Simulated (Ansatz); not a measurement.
# Pd (Fm-3m) in Ansatz: a series of runs

One crystal, Pd, is run at these levels: PBE, LDA, revPBE+D3(BJ); tasks: single point, relaxation of cell and atoms.

All numbers are computed with Ansatz 0.2.0; they aren't measurements. Logs are shortened: lines on timing, memory, paths and dates and some standing lists are left out, and cuts for length are marked.

## Step 1: The structure

It takes space group Fm-3m (No. 225, cubic). Conventional cell: a = 3.893 Å, b = 3.893 Å, c = 3.893 Å, α = 90.00°, β = 90.00°, γ = 90.00°. Pd (site symmetry m-3m) has 12 Pd at 2.75 Å as nearest neighbours.

## Step 2: Single point, PBE

Input file input.yaml:

```yaml
crystal:
  lattice:
    - [0.0, 1.9465, 1.9465]
    - [1.9465, 0.0, 1.9465]
    - [1.9465, 1.9465, 0.0]
  atoms:
    - { symbol: Pd, position: [0.0, 0.0, 0.0] }
kpoints:
  mp_grid: { grid: [12, 12, 12] }
scf:
  occupations: { method: gaussian, width: 0.021 }
hamiltonian:
  xc: pbe
  pseudopotentials: { kind: all_electron, lapw: { basis_error: 0.001 } }
output:
  forces: true
  stress: true
  eigenvalues: true
```

Potentials or basis: all-electron LAPW, scalar-relativistic.

Command:

```console
ansatz run input.yaml --threads 1 --pin off --max-ram 3072MiB --backend cpu --events-out ev --progress --plain --runs-dir out
```

Output:

```text
Warning: RAYON_NUM_THREADS=1 ignored (pool sized by the plan → 1); use --threads N
LAPW: plane waves up to 8.362 Å⁻¹, error target 1.0e-3 eV per atom; small_component_spin mean_spin; Pd in spheres of 1.376 Å, 28 of its electrons in bands, Dirac shells [] (how accurate: hamiltonian.pseudopotentials.lapw.basis_error, Limitations)
Engine: ansatz 0.2.0, aarch64-unknown-linux-gnu
Pseudopotentials: kind: all_electron
Pseudopotential: Pd, LAPW, valence charge 28, lapw/all_electron/scalar/gaussian/Pd, Koelling and Harmon's equation, gaussian nucleus
Functional definition: PBE
  parameter kappa = 0.804
  parameter beta = 0.06672455060314922
  exchange = pbe_x(kappa = kappa, mu = beta*pi^2/3)
  correlation = pbe_c(beta = beta)
Crystal: 1 atoms, lattice volume = 14.750 Å³
Basis set: ecut = 266.4040498063722 eV, 137 PW (Γ), exchange–correlation at level 2
Bands: 18, of which v1, the nominal top of the filled ones, is band 14 counted from 1 (13 counted from 0)
Symmetry: 48 space group operations
Space group: Fm-3m (ITA 225), of the structure as read, at distance tolerance 2.5e-5 Å
k-points: 72 of 1728
Non-local potential: Pd, projectors of the file, none
Initial density: superposition of atomic densities (chi_scale 0.1, normalization cell)
Initial wavefunctions: plane waves of lowest kinetic energy (no species holds an atomic orbital)
Functional: x = pbe(κ = 0.804, μ = 0.2195149727645171), c = pbe(β = 0.06672455060314922)
iter 1 solved again at ethr=7.20e-4 eV; its pass at ethr=1.00e-1 eV (dr2=2.02e-1 eV) is discarded
SCF iter   1: F=—  HF=-137307.575054 eV  |F-HF|=—  |Δ(HF+E_count)|=         —  Δρ=4.94e-2  dr2=2.02e-1  ethr=7.20e-4  ⟨swp⟩=2.7  Hψ=8280  notcnv=0
preconditioner: auto → none  [metal: Δε(μ)=0.010 eV  Ē_g=13.580 eV  σ=0.021 eV  W_gap=0.26  n_scr=8 (ndim 8)  ℏωp=30.6 eV  f_vac=0.005  D(μ)=5.90/eV (n_scr^D=168)  sad-step TF]
iter 2 solved again at ethr=1.79e-5 eV; its pass at ethr=7.20e-4 eV (dr2=5.02e-3 eV) is discarded
SCF iter   2: F=—  HF=-137306.829974 eV  |F-HF|=—  |Δ(HF+E_count)|=   7.45e-1  Δρ=5.78e-3  dr2=5.02e-3  ethr=1.79e-5  ⟨swp⟩=2.0  Hψ=6546  notcnv=0
SCF iter   3: F=—  HF=-137306.675807 eV  |F-HF|=—  |Δ(HF+E_count)|=   1.54e-1  Δρ=1.01e-2  dr2=1.06e-2  ethr=1.79e-5  ⟨swp⟩=3.0  Hψ=4291  notcnv=0
SCF iter   4: F=—  HF=-137306.669344 eV  |F-HF|=—  |Δ(HF+E_count)|=         —  Δρ=8.65e-4  dr2=9.09e-5  ethr=1.79e-5  ⟨swp⟩=2.0  Hψ=3917  notcnv=0
the basis was enlarged: its passes take 261.1 KiB over the memory plan, 1 of 1 planned eigensolver slots
SCF iter   5: F=—  HF=-137306.669107 eV  |F-HF|=—  |Δ(HF+E_count)|=   2.37e-4  Δρ=3.11e-4  dr2=9.17e-6  ethr=3.25e-7  ⟨swp⟩=3.0  Hψ=3755  notcnv=0
SCF iter   6: F=—  HF=-137306.669105 eV  |F-HF|=—  |Δ(HF+E_count)|=   2.05e-6  Δρ=2.03e-5  dr2=4.23e-8  ethr=3.28e-8  ⟨swp⟩=2.0  Hψ=3651  notcnv=0
SCF iter   7: F=-137306.669105 eV  HF=-137306.669105 eV  |F-HF|=2.43e-8  |Δ(HF+E_count)|=   4.13e-7  Δρ=2.86e-6  dr2=8.57e-10  ethr=1.51e-10  ⟨swp⟩=3.0  Hψ=3866  notcnv=0
SCF 1 converged in 7 iterations: F = -137306.669105 eV  dr2 = 8.57e-10
SCF converged after 7 iterations
Free energy (F): -137306.669105 eV
Harris-Foulkes:  -137306.669105 eV  (|F-HF|=2.43e-8)
Internal energy: -137306.667609 eV  (E = F + TS)
E sigma→0 (E₀):  -137306.668357 eV
Entropy (-TS):   -0.001496 eV (-1.496 meV/atom)
Fermi energy:    21.467524 eV
--- Per-component energies (eV) ---
  E_band       = -3134.644578
  E_kinetic    = 143298.142137
  E_xc         = -3922.894448
  E_electrostatic = -276681.915298  (all electrons and nuclei)
  E_smearing   = -0.001496  (= −TS)
  E_closure    = 0.000000  (closes the sum)
  E_atoms      = -137302.962084  (free atoms, spherical and without spin; not in F)
  Σ components = -137306.669105   (vs F -137306.669105, Δ=0.00e0)
  Basis errors (estimates in eV, not in F): energy 2.1e-4 per atom: plane waves 1.7e-4 (1.2e-4 summed), levels above the bands 0.0e0, relativity 6.3e-8, radial functions 3.8e-5, core shells 5.4e-8; eigenvalues (radial functions only) 4.4e-6; not estimated: angular momenta, meshes, grids; target (lapw.basis_error) 1.0e-3; muffin-tin radii Pd 1.376 Å
--- Forces (eV/Å), atoms counted from 1 ---
  atom   1  Pd     0.00000000     0.00000000     0.00000000
  max |Σ_I F_I| component: 2.14e-31 eV/Å
--- Stress (GPa, compression-positive) ---
        6.794758       0.000000       0.000000
        0.000000       6.794758      -0.000000
        0.000000      -0.000000       6.794758
  P = ⅓ Tr σ = 6.7948 GPa (67.948 kbar)
--- Band table (eV; the first three rows and the last of 72) ---
  k-point 0: bands = ["-302.8452", "-302.8452", "-302.8452", "-302.8224", "-302.8224", "-62.6397", "-28.1397", "-28.1397", "-28.1397", "14.3478", "18.6498", "18.6498", "18.6498", "20.2644", "20.2644", "38.5099", "43.2268", "43.2268"]
  k-point 1: bands = ["-302.8452", "-302.8452", "-302.8452", "-302.8224", "-302.8224", "-62.6361", "-28.1678", "-28.1437", "-28.1437", "14.5985", "18.5638", "18.7348", "18.7348", "20.2254", "20.2254", "38.7628", "41.8069", "43.5175"]
  k-point 2: bands = ["-302.8452", "-302.8452", "-302.8452", "-302.8224", "-302.8224", "-62.6261", "-28.2442", "-28.1546", "-28.1546", "15.2764", "18.4154", "18.9068", "18.9068", "20.1995", "20.1995", "38.6521", "39.8349", "44.2841"]
  k-point 71: bands = ["-302.8452", "-302.8452", "-302.8452", "-302.8224", "-302.8224", "-62.5671", "-28.4123", "-28.4123", "-28.2970", "17.1621", "18.1059", "18.1059", "20.1679", "21.7855", "30.4012", "30.4012", "31.8844", "33.0954"]
```

It took 8 s on 1 thread of Arm Neoverse V1, shared host; peak memory 0.27 GiB.

Results:

```
Free energy            : -137306.6691 eV
Pressure               : 6.8 GPa
Band gap on the k mesh : none (metal or under the smearing width)
```

## Step 3: Single point, PBE

input.yaml: that of step 2 with these lines changed.

```diff
@@ -10,3 +10,3 @@
 scf:
-  occupations: { method: gaussian, width: 0.021 }
+  occupations: { method: gaussian, width: 0.011 }
 hamiltonian:
```

Potentials or basis: all-electron LAPW, scalar-relativistic.

Command:

```console
ansatz run input.yaml --threads 1 --pin off --max-ram 3072MiB --backend cpu --events-out ev --progress --plain --runs-dir out
```

Output:

```text
Warning: RAYON_NUM_THREADS=1 ignored (pool sized by the plan → 1); use --threads N
LAPW: plane waves up to 8.362 Å⁻¹, error target 1.0e-3 eV per atom; small_component_spin mean_spin; Pd in spheres of 1.376 Å, 28 of its electrons in bands, Dirac shells [] (how accurate: hamiltonian.pseudopotentials.lapw.basis_error, Limitations)
[... 8 set-up lines as earlier in the session ...]
Crystal: 1 atoms, lattice volume = 14.750 Å³
Basis set: ecut = 266.4040498063722 eV, 137 PW (Γ), exchange–correlation at level 2
Bands: 18, of which v1, the nominal top of the filled ones, is band 14 counted from 1 (13 counted from 0)
[... 2 set-up lines as earlier in the session ...]
k-points: 72 of 1728
[... 4 set-up lines as earlier in the session ...]
iter 1 solved again at ethr=7.20e-4 eV; its pass at ethr=1.00e-1 eV (dr2=2.02e-1 eV) is discarded
SCF iter   1: F=—  HF=-137307.574504 eV  |F-HF|=—  |Δ(HF+E_count)|=         —  Δρ=4.94e-2  dr2=2.02e-1  ethr=7.20e-4  ⟨swp⟩=2.7  Hψ=8280  notcnv=0
preconditioner: auto → none  [metal: Δε(μ)=0.010 eV  Ē_g=13.580 eV  σ=0.011 eV  W_gap=0.41  n_scr=8 (ndim 8)  ℏωp=30.6 eV  f_vac=0.005  D(μ)=8.32/eV (n_scr^D=258)  sad-step TF]
iter 2 solved again at ethr=1.80e-5 eV; its pass at ethr=7.20e-4 eV (dr2=5.03e-3 eV) is discarded
SCF iter   2: F=—  HF=-137306.829323 eV  |F-HF|=—  |Δ(HF+E_count)|=   7.45e-1  Δρ=5.78e-3  dr2=5.03e-3  ethr=1.80e-5  ⟨swp⟩=2.0  Hψ=6677  notcnv=0
SCF iter   3: F=—  HF=-137306.675174 eV  |F-HF|=—  |Δ(HF+E_count)|=   1.54e-1  Δρ=1.01e-2  dr2=1.06e-2  ethr=1.80e-5  ⟨swp⟩=3.0  Hψ=4436  notcnv=0
SCF iter   4: F=—  HF=-137306.668694 eV  |F-HF|=—  |Δ(HF+E_count)|=         —  Δρ=8.69e-4  dr2=9.11e-5  ethr=1.80e-5  ⟨swp⟩=2.7  Hψ=4009  notcnv=0
the basis was enlarged: its passes take 261.1 KiB over the memory plan, 1 of 1 planned eigensolver slots
SCF iter   5: F=—  HF=-137306.668448 eV  |F-HF|=—  |Δ(HF+E_count)|=   2.46e-4  Δρ=2.70e-4  dr2=6.91e-6  ethr=3.25e-7  ⟨swp⟩=3.0  Hψ=3803  notcnv=0
SCF iter   6: F=—  HF=-137306.668449 eV  |F-HF|=—  |Δ(HF+E_count)|=   6.59e-7  Δρ=1.43e-5  dr2=2.02e-8  ethr=2.47e-8  ⟨swp⟩=2.0  Hψ=3651  notcnv=0
SCF iter   7: F=-137306.668449 eV  HF=-137306.668449 eV  |F-HF|=9.31e-10  |Δ(HF+E_count)|=   3.62e-8  Δρ=3.03e-6  dr2=7.99e-10  ethr=7.22e-11  ⟨swp⟩=3.0  Hψ=3909  notcnv=0
SCF 1 converged in 7 iterations: F = -137306.668449 eV  dr2 = 7.99e-10
SCF converged after 7 iterations
Free energy (F): -137306.668449 eV
Harris-Foulkes:  -137306.668449 eV  (|F-HF|=9.31e-10)
Internal energy: -137306.667821 eV  (E = F + TS)
E sigma→0 (E₀):  -137306.668135 eV
Entropy (-TS):   -0.000627 eV (-0.627 meV/atom)
Fermi energy:    21.469471 eV
--- Per-component energies (eV) ---
  E_band       = -3134.597513
  E_kinetic    = 143298.131671
  E_xc         = -3922.896946
  E_electrostatic = -276681.902546  (all electrons and nuclei)
  E_smearing   = -0.000627  (= −TS)
  E_closure    = 0.000000  (closes the sum)
  E_atoms      = -137302.962084  (free atoms, spherical and without spin; not in F)
  Σ components = -137306.668449   (vs F -137306.668449, Δ=0.00e0)
  Basis errors (estimates in eV, not in F): energy 2.1e-4 per atom: plane waves 1.7e-4 (1.2e-4 summed), levels above the bands 0.0e0, relativity 6.2e-8, radial functions 3.9e-5, core shells 5.4e-8; eigenvalues (radial functions only) 4.4e-6; not estimated: angular momenta, meshes, grids; target (lapw.basis_error) 1.0e-3; muffin-tin radii Pd 1.376 Å
--- Forces (eV/Å), atoms counted from 1 ---
  atom   1  Pd     0.00000000    -0.00000000     0.00000000
  max |Σ_I F_I| component: 2.38e-31 eV/Å
--- Stress (GPa, compression-positive) ---
        6.814056      -0.000000       0.000000
       -0.000000       6.814056      -0.000000
        0.000000      -0.000000       6.814056
  P = ⅓ Tr σ = 6.8141 GPa (68.141 kbar)
--- Band table (eV; the first three rows and the last of 72) ---
  k-point 0: bands = ["-302.8431", "-302.8431", "-302.8431", "-302.8200", "-302.8200", "-62.6378", "-28.1379", "-28.1379", "-28.1379", "14.3480", "18.6508", "18.6508", "18.6508", "20.2660", "20.2660", "38.5096", "43.2272", "43.2272"]
  k-point 1: bands = ["-302.8431", "-302.8431", "-302.8431", "-302.8200", "-302.8200", "-62.6341", "-28.1660", "-28.1419", "-28.1419", "14.5986", "18.5647", "18.7357", "18.7357", "20.2270", "20.2270", "38.7625", "41.8073", "43.5179"]
  k-point 2: bands = ["-302.8431", "-302.8431", "-302.8431", "-302.8200", "-302.8200", "-62.6242", "-28.2424", "-28.1528", "-28.1528", "15.2766", "18.4163", "18.9078", "18.9078", "20.2011", "20.2011", "38.6523", "39.8350", "44.2845"]
  k-point 71: bands = ["-302.8431", "-302.8431", "-302.8431", "-302.8200", "-302.8200", "-62.5652", "-28.4106", "-28.4106", "-28.2953", "17.1633", "18.1067", "18.1067", "20.1694", "21.7867", "30.4016", "30.4016", "31.8849", "33.0964"]
```

Run time: 7.1 s. Hardware: 1 thread of Arm Neoverse V1, shared host; peak memory 0.26 GiB.

What came out:

| Quantity | Value |
| --- | --- |
| Free energy | -137306.6684 eV |
| Pressure | 6.8 GPa |
| Band gap on the k mesh | none (metal or under the smearing width) |

Levels at points of the mesh, in eV from the Fermi level:
```tsv
k point	band 10	band 11	band 12	band 13	band 14	band 15	band 16	band 17	band 18
(0.00, 0.00, 0.00)	-7.12	-2.82	-2.82	-2.82	-1.20	-1.20	17.04	21.76	21.76
(0.00, 0.00, -0.50)	-5.28	-2.87	-2.87	0.00	0.00	1.04	7.34	16.44	20.96
(0.00, -0.50, -0.50)	-5.37	-5.09	-0.03	0.32	0.32	3.37	10.79	13.20	13.20
```

## Step 4: Single point, PBE

input.yaml: that of step 3 with these lines changed.

```diff
@@ -10,3 +10,3 @@
 scf:
-  occupations: { method: gaussian, width: 0.011 }
+  occupations: { method: gaussian, width: 0.1 }
 hamiltonian:
```

Command:

```console
ansatz run input.yaml --threads 1 --pin off --max-ram 3072MiB --backend cpu --events-out ev --progress --plain --runs-dir out
```

It took 6.8 s on 1 thread of Arm Neoverse V1, shared host; peak memory 0.27 GiB.

The run converged. Its results:

* Free energy: -137306.6769 eV
* Pressure: 6.8 GPa
* Band gap on the k mesh: none (metal or under the smearing width)

Levels at points of the mesh, in eV from the Fermi level:
```tsv
k point	band 10	band 11	band 12	band 13	band 14	band 15	band 16	band 17	band 18
(0.00, 0.00, 0.00)	-7.12	-2.82	-2.82	-2.82	-1.21	-1.21	17.04	21.76	21.76
(0.00, 0.00, -0.50)	-5.28	-2.87	-2.87	0.00	0.00	1.04	7.34	16.44	20.97
(0.00, -0.50, -0.50)	-5.37	-5.09	-0.03	0.31	0.31	3.37	10.79	13.21	13.21
```

## Step 5: Single point, LDA

input.yaml: that of step 4 with these lines changed.

```diff
@@ -12,3 +12,3 @@
 hamiltonian:
-  xc: pbe
+  xc: lda
   pseudopotentials: { kind: all_electron, lapw: { basis_error: 0.001 } }
```

Command:

```console
ansatz run input.yaml --threads 1 --pin off --max-ram 3072MiB --backend cpu --events-out ev --progress --plain --runs-dir out
```

It took 6.3 s on 1 thread of Arm Neoverse V1, shared host; peak memory 0.26 GiB.

Results (log left out):

| Item | Value |
| --- | --- |
| Free energy | -137178.5512 eV |
| Pressure | -8.8 GPa |
| Band gap on the k mesh | none (metal or under the smearing width) |

Levels at points of the mesh, in eV from the Fermi level:
| k point | band 10 | band 11 | band 12 | band 13 | band 14 | band 15 | band 16 | band 17 | band 18 |
| --- | --- | --- | --- | --- | --- | --- | --- | --- | --- |
| (0.00, 0.00, 0.00) | -7.24 | -2.85 | -2.85 | -2.85 | -1.20 | -1.20 | 17.01 | 21.66 | 21.66 |
| (0.00, 0.00, -0.50) | -5.35 | -2.89 | -2.89 | 0.00 | 0.00 | 0.96 | 7.24 | 16.42 | 20.78 |
| (0.00, -0.50, -0.50) | -5.41 | -5.13 | -0.01 | 0.31 | 0.31 | 3.26 | 10.70 | 13.05 | 13.05 |

## Step 6: Relaxation of cell and atoms, revPBE+D3(BJ)

input.yaml: that of step 5 with these lines changed.

```diff
@@ -10,5 +10,6 @@
 scf:
-  occupations: { method: gaussian, width: 0.1 }
+  occupations: { method: fermi_dirac, width: 0.05 }
 hamiltonian:
-  xc: lda
+  xc: revpbe
+  dispersion: d3bj
   pseudopotentials: { kind: all_electron, lapw: { basis_error: 0.001 } }
@@ -17,2 +18,5 @@
   stress: true
-  eigenvalues: true
+relax:
+  f_tol: 0.01
+  max_steps: 60
+  cell: {}
```

Potentials or basis: all-electron LAPW, scalar-relativistic.

Command:

```console
ansatz run input.yaml --threads 1 --pin off --max-ram 3072MiB --backend cpu --events-out ev --progress --plain --runs-dir out
```

Output:

```text
Warning: RAYON_NUM_THREADS=1 ignored (pool sized by the plan → 1); use --threads N
The last accepted step is kept in <dir> (removed where the run ends without a failure and the disk answers)
LAPW: plane waves up to 8.653 Å⁻¹, error target 1.0e-3 eV per atom; small_component_spin mean_spin; Pd in spheres of 1.335 Å, 28 of its electrons in bands, Dirac shells [] (how accurate: hamiltonian.pseudopotentials.lapw.basis_error, Limitations)
[... 3 set-up lines as earlier in the session ...]
Functional definition: revPBE
  parameter kappa = 1.245
[... 3 set-up lines as earlier in the session ...]
Crystal: 1 atoms, lattice volume = 14.750 Å³
Basis set: ecut = 285.26054062328495 eV, 169 PW (Γ), exchange–correlation at level 2
Bands: 18, of which v1, the nominal top of the filled ones, is band 14 counted from 1 (13 counted from 0)
[... 2 set-up lines as earlier in the session ...]
k-points: 72 of 1728
[... 3 set-up lines as earlier in the session ...]
Functional: x = revpbe(κ = 1.245, μ = 0.2195149727645171), c = pbe(β = 0.06672455060314922)
[... 52 lines left out ...]
relax step   5: F+E_penalty+E_count = -137313.44309910 eV  Δ(F+E_penalty+E_count) = -2.057e-7 eV  max|allowed force component| = 0.000e0 eV/Å  Δτ_max = 0.0000 Å  P = -0.005 GPa  Ω = 14.420 Å³  stress off target by 5.12e-3 GPa  SCF on the basis re-selected at this cell (its energy is not comparable with the rows above)  (2 SCF iters)
basis re-selected at this cell: Δ(F+E_penalty+E_count) = -2.057e-7 eV, ΔP = -0.000 GPa vs the last step (what re-selecting the basis moved, after the strain that the cell walked since its last selection, with what the two solves' SCF thresholds leave and, on support functions, any second-order correction that the steps lacked; it is no measure of the basis error at this ecutwfc). This SCF's stress stands 5.12e-3 GPa from its target on what of the cell is left free (relax.cell.stress_tol is 5.00e-2 GPa) and its largest allowed force component is 0.00e0 eV/Å (relax.f_tol is 1.00e-2 eV/Å): within both
SCF converged after 2 iterations
Free energy (F): -137313.443099 eV
Harris-Foulkes:  -137313.443099 eV  (|F-HF|=4.66e-10)
Internal energy: -137313.424019 eV  (E = F + TS)
E sigma→0 (E₀):  -137313.433559 eV
Entropy (-TS):   -0.019080 eV (-19.080 meV/atom)
Fermi energy:    22.187488 eV
--- Per-component energies (eV) ---
  E_band       = -3116.236819
  E_kinetic    = 143306.700407
  E_xc         = -3928.836234
  E_electrostatic = -276689.982074  (all electrons and nuclei)
  E_disp       = -1.306119  (pairwise vdW)
  E_smearing   = -0.019080  (= −TS)
  E_closure    = 0.000000  (closes the sum)
  E_atoms      = -137308.973626  (free atoms, spherical and without spin; not in F)
  Σ components = -137313.443099   (vs F -137313.443099, Δ=0.00e0)
  Basis errors (estimates in eV, not in F): energy 2.6e-4 per atom: plane waves 2.2e-4 (1.2e-4 summed), levels above the bands 2.4e-104, relativity 5.4e-8, radial functions 3.4e-5, core shells 1.8e-7; eigenvalues (radial functions only) 2.7e-6; not estimated: angular momenta, meshes, grids; target (lapw.basis_error) 1.0e-3; muffin-tin radii Pd 1.325 Å
--- Forces (eV/Å), atoms counted from 1 ---
  atom   1  Pd     0.00000000     0.00000000     0.00000000
  max |Σ_I F_I| component: 3.70e-32 eV/Å
--- Stress (GPa, compression-positive) ---
       -0.005117      -0.000000      -0.000000
       -0.000000      -0.005117      -0.000000
       -0.000000      -0.000000      -0.005117
  P = ⅓ Tr σ = -0.0051 GPa (-0.051 kbar)
--- Relaxed structure (4 steps of the walk, 4 accepted, 1 SCFs on fresh bases) ---
  F+E_penalty+E_count = -137313.44309910 eV   max|allowed force component| = 0.000e0 eV/Å   (the final SCF, on the basis selected at the relaxed cell)
  cell:  # Å, volume = 14.4201 Å³
    - [4.267374077550057e-34, 1.9318768877831198, 1.9318768877831198]
    - [1.9318768877831198, 7.260905146876214e-34, 1.9318768877831198]
    - [1.9318768877831198, 1.9318768877831198, 1.8470723619246513e-34]
  atoms:
    - { symbol: Pd, position: [0.0, 0.0, 0.0] }
```

Run time: 21 s. Hardware: 1 thread of Arm Neoverse V1, shared host; peak memory 0.28 GiB.

What came out:

- Free energy: -137313.4431 eV
- Relaxed volume: 14.42 Å³/atom
- Relaxed cell: a = 2.732 Å, b = 2.732 Å, c = 2.732 Å, α = 60.00°, β = 60.00°, γ = 60.00°
- Space group after relaxing (to 0.05 Å): Fm-3m (No. 225)
- Energy gained by relaxing: 4.5 meV/atom
- Ionic steps: 5
- Pressure after relaxing: 0.0 GPa

Step by step:
| step | energy change (eV) | largest force (eV/Å) | volume (Å³) |
| --- | --- | --- | --- |
| 1 | 0.0000 | 0.0000 | 14.75 |
| 2 | -0.0022 | 0.0000 | 14.19 |
| 3 | -0.0045 | 0.0000 | 14.43 |
| 4 | -0.0045 | 0.0000 | 14.42 |
| 5 | -0.0045 | 0.0000 | 14.42 |

Final structure:
```xyz
1
Lattice="0.0000 1.9319 1.9319 1.9319 0.0000 1.9319 1.9319 1.9319 0.0000" Properties=species:S:1:pos:R:3 pbc="T T T"
Pd    0.0000    0.0000    0.0000
```

## Step 7: Overview

| task | level | cell | cutoff (eV) | smearing | gap on the mesh (eV) | pressure (GPa) |
| --- | --- | --- | --- | --- | --- | --- |
| single point | PBE | as given | 266 | gaussian 0.021 eV | none | 6.8 |
| single point | PBE | as given | 266 | gaussian 0.011 eV | none | 6.8 |
| single point | PBE | as given | 266 | gaussian 0.1 eV | none | 6.8 |
| single point | LDA | as given | 266 | gaussian 0.1 eV | none | -8.8 |
| relaxation of cell and atoms | revPBE+D3(BJ) | relaxed | - | fermi-dirac 0.05 eV | - | 0.0 |

Alike in all rows: potentials or basis all-electron LAPW, scalar-relativistic; no spin polarisation; k mesh 12 × 12 × 12; basis error allowed 0.001 eV/atom.

Every run on the cell as given and a fine mesh finds a metal. The pressure there spans -8.8 GPa (LDA) to 6.8 GPa (PBE); a positive pressure means that this level wants a larger cell, a negative one a smaller.

Compare energies only between runs with the same functional and basis.
